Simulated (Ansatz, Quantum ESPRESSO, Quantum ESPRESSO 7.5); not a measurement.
**H-BN-H chair, 1 layer: biaxial strain by an ASE script**

How do the band edges of H-BN-H chair, 1 layer move against the vacuum when the sheet is stretched?

Main program and level: Quantum ESPRESSO 7.5; plane-wave DFT, PBE, GBRV ultrasoft pseudopotentials (geometry by Ansatz 0.2.0 with PAW datasets; geometry under PBE).

**1. The starting structure**

The cell holds 4 atoms: 2 H, 1 N and 1 B. Its edges and angles: a = 2.557 Å, b = 2.557 Å, c = 17.687 Å, α = 90.0°, β = 90.0°, γ = 120.0°. Vacuum lies along c.

Structure file:

```
CELL_PARAMETERS angstrom
2.55750 0.00000 0.00000
-1.27875 2.21486 0.00000
0.00000 0.00000 17.68667
ATOMIC_POSITIONS crystal
H 0.66667 0.33333 0.42405
N 0.66667 0.33333 0.48172
B 0.33333 0.66667 0.51093
H 0.33333 0.66667 0.57595
```

This sheet is a model structure: its symmetry is held, and its stability is not tested here.

**2. Relaxation with Ansatz**

A relaxation in Ansatz fixes the structure of this slab for the runs on it.

Contents of input.yaml:

```yaml
crystal:
  lattice:
    - [2.5575, 0.0, 0.0]
    - [-1.27875, 2.2148599702, 0.0]
    - [0.0, 0.0, 17.6866666667]
  atoms:
    - { symbol: H, position: [0.6666666667, 0.3333333333, 0.4240482473] }
    - { symbol: "N", position: [0.6666666667, 0.3333333333, 0.4817188089] }
    - { symbol: B, position: [0.3333333333, 0.6666666667, 0.5109310215] }
    - { symbol: H, position: [0.3333333333, 0.6666666667, 0.5759517527] }
kpoints:
  mp_grid: { grid: [12, 12, 1] }
hamiltonian:
  xc: pbe
scf:
  occupations: { method: fermi_dirac, width: 0.05 }
  convergence: { dr2_threshold: 1.0e-08 }
efield:
  axis: 3
  dipole_correction: true
  ramp_position: 0.97
  ramp_width: 0.04
relax:
  f_tol: 0.01
  cell: { fix: [c, alpha, beta] }
output:
  write_potential: true
  write_density: true
  volumetric_format: npy
```

The run is started by

```sh
$ ansatz run input.yaml --threads 2 --pin off --max-ram 4096MiB --backend cpu --events-out ev --progress --plain --runs-dir out
```

Numbers of over 12 decimals in the logs are rounded to 6 here.

The program printed:

```text
Warning: relax.cell: scf.convergence.dr2_threshold = 1e-8 eV is looser than the 4e-10 eV advised for a relaxation that steers and ends on the stress (1e-10 eV for each atom of the cell: 4). What an SCF threshold leaves in a stress goes as its square root, and in the free energy as the threshold itself, and one threshold admits the most on a small cell: [figures from the program's tests cut] Set scf.convergence.dr2_threshold to 4e-10 eV or tighter. The threshold is an SCF's pass mark: one that does not reach it within its budget of iterations ends unconverged, or closes short of it on a stop that the run arms, and scf.convergence.dr2_threshold's page says what that costs each kind of run
Engine: ansatz 0.2.0, aarch64-unknown-linux-gnu
Pseudopotentials: kind: paw
Pseudopotential: H, paw, valence charge 1, recommended cutoff 420 eV (normal), H.paw.azcp
Pseudopotential: N, paw, valence charge 5, recommended cutoff 420 eV (normal), N.paw.azcp
Pseudopotential: B, paw, valence charge 3, recommended cutoff 420 eV (normal), B.paw.azcp
Functional definition: PBE
  parameter kappa = 0.804
  parameter beta = 0.066725
  exchange = pbe_x(kappa = kappa, mu = beta*pi^2/3)
  correlation = pbe_c(beta = beta)
Crystal: 4 atoms, lattice volume = 100.186 Å³
Basis set: ecut = 420 eV, 1997 PW (Γ), exchange–correlation on 36×36×240 points (8 copies of the dense FFT grid, shifted against one another)
Bands: 9, of which v1, the nominal top of the filled ones, is band 5 counted from 1 (4 counted from 0)
Symmetry: 6 space group operations
Space group: P3m1 (ITA 156), of the structure as read, at distance tolerance 4.6e-5 Å
k-points: 19 of 144 (time reversal used)
Non-local potential: H, projectors of the file, l = 0: 2, l = 1: 1
Non-local potential: N, projectors of the file, l = 0: 2, l = 1: 2, l = 2: 1
Non-local potential: B, projectors of the file, l = 0: 2, l = 1: 2, l = 2: 1
PAW form: soft (Blöchl's): semilocal exchange-correlation on the pseudo side does not see the compensation charge
PAW one-centre angular grid: H, 110 points (default); XC on 64 Gauss nodes
PAW one-centre angular grid: N, 110 points (default); XC on 64 Gauss nodes
PAW one-centre angular grid: B, 110 points (default); XC on 64 Gauss nodes
Initial density: superposition of atomic densities (neutral atoms: chi_scale 0, normalization atom), corrected by the library's trained network
Initial wavefunctions: pseudopotential atomic-orbital guess
Functional: x = pbe(κ = 0.804, μ = 0.219515), c = pbe(β = 0.066725)
SCF iter   1: F=—  HF=-573.702789 eV  |F-HF|=—  |Δ(HF+E_count)|=         —  Δρ=6.17e-3  dr2=2.85e-2  ethr=1.77e-3  p=-0.117 e·Å  D=-2.12e-1 V/Å  ΔV_dip=3.74 eV  dr2_dipole=2.56e-5  V_vac-E_F(+/−)=6.50/2.75 eV  ⟨swp⟩=6.1  Hψ=1315  notcnv=0
efield: sawtooth ramp at fractional position 0.9700 (set: `efield.ramp_position`, or a place that a band, a saddle search or an elastic batch's reference lends), width 0.0400; the density the first Hamiltonian is built on has a dipole p = -0.117 e·Å; the dipole correction subtracts the counter field D = -2.12e-1 V/Å, which shifts the + side's vacuum level by +3.74 eV against the − side's; the planar-averaged density in the ramp window peaks in size at 1.6e-4 e/Å³
preconditioner: auto → none  [insulator: Δε(μ)=2.741 eV  Ē_g=14.673 eV  σ=0.050 eV  W_gap=1.00  n_scr=10 (ndim 8)  ℏωp=11.7 eV  f_vac=0.678  D(μ)=0.00/eV (n_scr^D=0)  ε∞_Penn≈1.6]
SCF iter   2: F=—  HF=-573.701606 eV  |F-HF|=—  |Δ(HF+E_count)|=   1.18e-3  Δρ=2.18e-3  dr2=5.92e-3  ethr=2.85e-4  p=-0.120 e·Å  D=-2.16e-1 V/Å  ΔV_dip=3.83 eV  dr2_dipole=1.42e-3  V_vac-E_F(+/−)=6.46/2.63 eV  ⟨swp⟩=2.6  Hψ=476  notcnv=0
SCF iter   3: F=—  HF=-573.701928 eV  |F-HF|=—  |Δ(HF+E_count)|=   3.22e-4  Δρ=1.71e-3  dr2=4.53e-3  ethr=5.92e-5  p=-0.140 e·Å  D=-2.54e-1 V/Å  ΔV_dip=4.49 eV  dr2_dipole=4.79e-4  V_vac-E_F(+/−)=6.76/2.28 eV  ⟨swp⟩=2.8  Hψ=333  notcnv=0
SCF iter   4: F=—  HF=-573.701107 eV  |F-HF|=—  |Δ(HF+E_count)|=   8.21e-4  Δρ=2.98e-4  dr2=1.83e-4  ethr=4.53e-5  p=-0.136 e·Å  D=-2.46e-1 V/Å  ΔV_dip=4.35 eV  dr2_dipole=4.44e-5  V_vac-E_F(+/−)=6.62/2.26 eV  ⟨swp⟩=2.1  Hψ=317  notcnv=0
SCF iter   5: F=—  HF=-573.701083 eV  |F-HF|=—  |Δ(HF+E_count)|=   2.34e-5  Δρ=1.20e-4  dr2=8.91e-6  ethr=1.83e-6  p=-0.139 e·Å  D=-2.51e-1 V/Å  ΔV_dip=4.43 eV  dr2_dipole=1.83e-8  V_vac-E_F(+/−)=6.67/2.24 eV  ⟨swp⟩=2.4  Hψ=309  notcnv=0
SCF iter   6: F=—  HF=-573.701064 eV  |F-HF|=—  |Δ(HF+E_count)|=   1.88e-5  Δρ=2.43e-5  dr2=2.92e-7  ethr=8.91e-8  p=-0.139 e·Å  D=-2.51e-1 V/Å  ΔV_dip=4.44 eV  dr2_dipole=8.94e-9  V_vac-E_F(+/−)=6.67/2.24 eV  ⟨swp⟩=2.5  Hψ=300  notcnv=0
SCF iter   7: F=—  HF=-573.701065 eV  |F-HF|=—  |Δ(HF+E_count)|=   4.38e-7  Δρ=7.67e-6  dr2=2.35e-8  ethr=2.92e-9  p=-0.139 e·Å  D=-2.51e-1 V/Å  ΔV_dip=4.44 eV  dr2_dipole=1.23e-12  V_vac-E_F(+/−)=6.68/2.24 eV  ⟨swp⟩=2.5  Hψ=263  notcnv=0
SCF iter   8: F=-573.701065 eV  HF=-573.701065 eV  |F-HF|=1.08e-9  |Δ(HF+E_count)|=   1.24e-7  Δρ=1.08e-6  dr2=1.54e-9  ethr=1.00e-10  p=-0.139 e·Å  D=-2.51e-1 V/Å  ΔV_dip=4.44 eV  dr2_dipole=7.40e-11  V_vac-E_F(+/−)=6.68/2.24 eV  ⟨swp⟩=9.4  Hψ=988  notcnv=0
SCF 1 converged in 8 iterations: F = -573.701065 eV  dr2 = 1.54e-9
  greatest PAW one-centre occupation: 0.795 electrons in one spin orbital (limit 2), on the N atom at site 1 (counted from 0), in its partial waves of l = 0
relax step   1: F+E_penalty+E_count = -573.70106490 eV  Δ(F+E_penalty+E_count) = +0.000e0 eV  max|allowed force component| = 1.250e0 eV/Å  Δτ_max = 0.0000 Å  P = +2.307 GPa  Ω = 100.186 Å³  fix = [c, alpha, beta]  reactions: c +3.426 GPa  (8 SCF iters, accepted)
Crystal: 4 atoms, lattice volume = 101.771 Å³
Basis set: ecut = 420 eV, 2021 PW (Γ), exchange–correlation on 36×36×240 points (8 copies of the dense FFT grid, shifted against one another)
Initial density: handed on by an earlier stage of this run
Initial wavefunctions: those handed on with the density
iter 1 solved again at ethr=1.57e-4 eV; its pass at ethr=3.10e-3 eV (dr2=1.57e-2 eV) is discarded
SCF iter   1: F=—  HF=-573.744708 eV  |F-HF|=—  |Δ(HF+E_count)|=         —  Δρ=3.79e-3  dr2=1.55e-2  ethr=1.57e-4  p=-0.141 e·Å  D=-2.51e-1 V/Å  ΔV_dip=4.44 eV  dr2_dipole=1.02e-4  V_vac-E_F(+/−)=6.61/2.18 eV  ⟨swp⟩=1.1  Hψ=1533  notcnv=0
[...]
SCF iter   7: F=-573.745481 eV  HF=-573.745481 eV  |F-HF|=1.89e-10  |Δ(HF+E_count)|=   9.64e-8  Δρ=2.23e-6  dr2=2.83e-9  ethr=1.00e-10  p=-0.142 e·Å  D=-2.50e-1 V/Å  ΔV_dip=4.43 eV  dr2_dipole=4.49e-11  V_vac-E_F(+/−)=6.75/2.33 eV  ⟨swp⟩=7.0  Hψ=1053  notcnv=0
SCF 3 converged in 7 iterations: F = -573.745481 eV  dr2 = 2.83e-9
  greatest PAW one-centre occupation: 0.792 electrons in one spin orbital (limit 2), on the N atom at site 1 (counted from 0), in its partial waves of l = 0
relax step   3: F+E_penalty+E_count = -573.74548134 eV  Δ(F+E_penalty+E_count) = -5.315e-3 eV  max|allowed force component| = 3.313e-2 eV/Å  Δτ_max = 0.0144 Å  P = +0.067 GPa  Ω = 102.714 Å³  energy of the carried Pulay correction = -2.672e-3 eV  fix = [c, alpha, beta]  reactions: c +0.035 GPa  (7 SCF iters, accepted)
[...]
relax step   4: F+E_penalty+E_count = -573.74538674 eV  Δ(F+E_penalty+E_count) = +9.460e-5 eV  max|allowed force component| = 8.328e-3 eV/Å  Δτ_max = 0.0007 Å  P = +0.000 GPa  Ω = 102.862 Å³  energy of the carried Pulay correction = -2.825e-3 eV  fix = [c, alpha, beta]  reactions: c +0.007 GPa  (6 SCF iters, accepted)
[...]
relax step   5: F+E_penalty+E_count = -573.74884653 eV  Δ(F+E_penalty+E_count) = -3.460e-3 eV  max|allowed force component| = 1.011e-2 eV/Å  Δτ_max = 0.0000 Å  P = +0.043 GPa  Ω = 102.862 Å³  fix = [c, alpha, beta]  reactions: c +0.009 GPa  stress off target by 6.02e-2 GPa on what of the cell is left free  SCF on the basis re-selected at this cell (its energy is not comparable with the rows above)  (7 SCF iters)
[...]
relax step   6: F+E_penalty+E_count = -573.74876478 eV  Δ(F+E_penalty+E_count) = +8.175e-5 eV  max|allowed force component| = 2.336e-3 eV/Å  Δτ_max = 0.0002 Å  P = +0.001 GPa  Ω = 102.954 Å³  energy of the carried Pulay correction = -1.013e-4 eV  fix = [c, alpha, beta]  reactions: c -0.004 GPa  (5 SCF iters, accepted)
iter 1 solved again at ethr=3.01e-7 eV; its pass at ethr=3.10e-3 eV (dr2=3.01e-5 eV) is discarded
SCF iter   1: F=—  HF=-573.748824 eV  |F-HF|=—  |Δ(HF+E_count)|=         —  Δρ=3.63e-6  dr2=4.96e-9  ethr=3.01e-7  p=-0.142 e·Å  D=-2.50e-1 V/Å  ΔV_dip=4.43 eV  dr2_dipole=1.97e-13  V_vac-E_F(+/−)=6.76/2.33 eV  ⟨swp⟩=3.1  Hψ=1825  notcnv=0
efield: sawtooth ramp at fractional position 0.9700 (set: `efield.ramp_position`, or a place that a band, a saddle search or an elastic batch's reference lends), width 0.0400; the density the first Hamiltonian is built on has a dipole p = -0.142 e·Å; the dipole correction subtracts the counter field D = -2.50e-1 V/Å, which shifts the + side's vacuum level by +4.43 eV against the − side's; the planar-averaged density in the ramp window peaks in size at 3.4e-6 e/Å³
eigensolver tolerance schedule: the retry pair's looser diagonalisation over-reported the residual by 6077.29 of it (diagonalisation noise at 1.44 of the residual, at the tolerance the schedule requests for it); recorded, not acted on — ethr = c·dr2/N_el stays at c = 1.0e-1
preconditioner: auto → none  [insulator: Δε(μ)=2.884 eV  Ē_g=14.322 eV  σ=0.050 eV  W_gap=1.00  n_scr=10 (ndim 8)  ℏωp=11.6 eV  f_vac=0.702  D(μ)=0.00/eV (n_scr^D=0)  ε∞_Penn≈1.7]
SCF iter   2: F=—  HF=-573.748799 eV  |F-HF|=—  |Δ(HF+E_count)|=   2.52e-5  Δρ=1.88e-6  dr2=1.94e-9  ethr=4.96e-11  p=-0.142 e·Å  D=-2.50e-1 V/Å  ΔV_dip=4.43 eV  dr2_dipole=1.29e-11  V_vac-E_F(+/−)=6.76/2.33 eV  ⟨swp⟩=13.4  Hψ=1419  notcnv=0
SCF iter   3: F=-573.748799 eV  HF=-573.748799 eV  |F-HF|=7.92e-11  |Δ(HF+E_count)|=  6.43e-10  Δρ=9.36e-7  dr2=4.47e-10  ethr=1.94e-11  p=-0.142 e·Å  D=-2.50e-1 V/Å  ΔV_dip=4.43 eV  dr2_dipole=2.03e-11  V_vac-E_F(+/−)=6.76/2.33 eV  ⟨swp⟩=6.1  Hψ=937  notcnv=0
SCF 7 converged in 3 iterations: F = -573.748799 eV  dr2 = 4.47e-10
relax step   7: F+E_penalty+E_count = -573.74879887 eV  Δ(F+E_penalty+E_count) = -3.409e-5 eV  max|allowed force component| = 2.364e-3 eV/Å  Δτ_max = 0.0000 Å  P = +0.002 GPa  Ω = 102.954 Å³  fix = [c, alpha, beta]  reactions: c -0.004 GPa  stress off target by 5.00e-3 GPa on what of the cell is left free  SCF on the basis re-selected at this cell (its energy is not comparable with the rows above)  (3 SCF iters)
basis re-selected at this cell: Δ(F+E_penalty+E_count) = -3.409e-5 eV, ΔP = +0.001 GPa vs the last step (what re-selecting the basis moved, of the pressure what is left beyond the Pulay correction that the steps carried, after the strain that the cell walked since its last selection, with what the two solves' SCF thresholds leave and, on support functions, any second-order correction that the steps lacked; it is no m [...]
WARN: The input density's exchange-correlation potential varies sharply where the density is thin. Do not read a vacuum level from v_tot or v_xc, or from such a field of the output density. On a cell that repeats whose density bears no net charge and no dipole along the vacuum's axis use v_es (v_loc + v_h of the components); under efield.dipole_correction with no amplitude use v_es + v_field, which holds any external [...]
SCF converged after 3 iterations
Free energy (F): -573.748799 eV
Harris-Foulkes:  -573.748799 eV  (|F-HF|=7.92e-11)
Internal energy: -573.748799 eV  (E = F + TS)
E sigma→0 (E₀):  -573.748799 eV
Fermi energy:    -2.373639 eV
Dipole field:    D = -0.250237 V/Å  (p = -0.142375 e·Å, saw-weighted, corrected)
Work function:   Φ+ = 6.7601 eV   Φ− = 2.3341 eV
Levels:          The Fermi level and band energies are counted from a zero that moves with the ramp; work functions are not
--- Per-component energies (eV) ---
  E_band       = -99.407650
  E_kinetic    = 211.019141
  E_local      = -3587.296985  (includes V_loc(G=0)·N_el)
  E_nonlocal   = 60.270117
  E_hartree    = 1689.181592
  E_xc         = -110.616120
  E_vxc        = -138.226049  (∫ρ·V_xc dr)
  E_paw        = -207.486233  (= ΣΔE_a)
  E_vpaw       = -23.740653  (= ΣTr[D̂ρ^β])
  E_aug_tail   = -0.002590  (compensation charges beyond the density's cutoff)
  E_efield     = 0.017814  (sawtooth field / dipole correction)
  E_vefield    = 0.206326  (∫n·V_field dr)
  E_ewald      = 1371.164466
  E_smearing   = -0.000000  (= −TS)
  E_closure    = -0.000000  (closes the sum)
  Σ components = -573.748799   (vs F -573.748799, Δ=0.00e0)
--- Forces (eV/Å), atoms counted from 1 ---
  atom   1  H      0.00000000     0.00000000     0.00088122
  atom   2  N     -0.00000000     0.00000000    -0.00133733
  atom   3  B      0.00000000     0.00000000     0.00236245
  atom   4  H      0.00000000    -0.00000000    -0.00191334
  max |Σ_I F_I| component: 6.99e-6 eV/Å
--- Stress (GPa, compression-positive) ---
        0.004999      -0.000000       0.000000
       -0.000000       0.004999      -0.000000
        0.000000      -0.000000      -0.004429
  P = ⅓ Tr σ = 0.0019 GPa (0.019 kbar)
--- Band table (eV; the first three rows and the last of 19) ---
  k-point 0: bands = ["-21.2866", "-12.0131", "-5.4801", "-3.8293", "-3.8293", "-0.9458", "0.7260", "2.5852", "3.7582"]
  k-point 1: bands = ["-21.1603", "-11.8929", "-5.3958", "-4.4401", "-4.0357", "-0.7766", "0.9178", "2.7745", "3.9369"]
  k-point 2: bands = ["-20.7910", "-11.5483", "-5.9777", "-5.0934", "-4.5464", "-0.2794", "1.4915", "3.3364", "4.4393"]
  k-point 18: bands = ["-18.1192", "-10.2940", "-9.6702", "-8.8821", "-4.2559", "5.0471", "5.6511", "7.1246", "8.2948"]
--- Relaxed structure (5 steps of the walk, 5 accepted, 2 SCFs on fresh bases) ---
  F+E_penalty+E_count = -573.74879887 eV   max|allowed force component| = 2.364e-3 eV/Å   (the final SCF, on the basis selected at the relaxed cell)
  cell:  # Å, volume = 102.9538 Å³
    - [2.592584, 0, 0]
    - [-1.296292, 2.245243, 0]
    - [0, 0, 17.6866666667]
  atoms:
    - { symbol: H, position: [0.666667, 0.333333, 0.422771] }
    - { symbol: N, position: [0.666667, 0.333333, 0.481263] }
    - { symbol: B, position: [0.333333, 0.666667, 0.510433] }
    - { symbol: H, position: [0.333333, 0.666667, 0.578183] }
```

It took 7 s on 2 threads of Arm Neoverse V2, shared host; peak memory 0.34 GiB; 13 s of CPU time.

The steps of the relaxation:

```
step  energy less that of the first step (eV)  largest force component (eV/Å)  pressure (GPa)  volume (Å³)
   1                                   0.0000                          1.2501            2.31       100.19
   2                                  -0.0391                          0.3966            0.88       101.77
   3                                  -0.0444                          0.0331            0.07       102.71
   4                                  -0.0443                          0.0083            0.00       102.86
  5*                                  -0.0478                          0.0101            0.04       102.86
   6                                  -0.0477                          0.0023            0.00       102.95
  7*                                  -0.0477                          0.0024            0.00       102.95
```

Relaxation steps marked * repeat the geometry before them on a plane-wave basis chosen anew for their cell, so energy and pressure can jump there.

Forces are held to the 6 operations that the run works with; a distortion that breaks them can't arise in this run.

```
cell as run  before  after  change
      a (Å)   2.557  2.593  +1.4 %
      b (Å)   2.557  2.593  +1.4 %
```

The atoms that moved most (Å, along periodic axes as changes of fractional coordinates times the final cell, across vacuum about the mean position):

```
atom     dx     dy      dz  length
  H4  0.000  0.000   0.039   0.039
  H1  0.000  0.000  -0.023   0.023
  B3  0.000  0.000  -0.009   0.009
  N2  0.000  0.000  -0.008   0.008
```

The relaxed structure:

```cif
data_structure
_symmetry_space_group_name_H-M 'P 1'
_symmetry_Int_Tables_number 1
_cell_length_a 2.5926
_cell_length_b 2.5926
_cell_length_c 17.6867
_cell_angle_alpha 90.000
_cell_angle_beta 90.000
_cell_angle_gamma 120.000
_cell_volume 102.95
loop_
_atom_site_label
_atom_site_type_symbol
_atom_site_fract_x
_atom_site_fract_y
_atom_site_fract_z
_atom_site_occupancy
H1 H 0.66667 0.33333 0.42277 1
N2 N 0.66667 0.33333 0.48126 1
B3 B 0.33333 0.66667 0.51043 1
H4 H 0.33333 0.66667 0.57818 1
```

This step gave:

- free energy: -573.7488 eV
- Fermi energy: -2.374 eV
- gap by band count: 2.884 eV
- symmetry operations: 6
- dipole along the normal: -0.1424 e·Å
- vacuum level at the upper face over a Fermi level inside the gap: 6.760 eV
- vacuum level at the lower face over a Fermi level inside the gap: 2.334 eV

(Continued in part 2 of 2.)

[Logs are printed without paths, hosts, clocks, repeated set-up lines and the standing remarks that a program may print on its own settings, such as how far it seeks lower states.]

[Hosts, paths, dates, database ids (printed as entryN), source tags and the programs' standing remarks are cut or masked in the printed files.]

[Maps of the electrostatic potential energy from Ansatz leave out the sawtooth potential of an applied field or a dipole correction, so their vacuum need not be flat; planar profiles and work functions include it.]
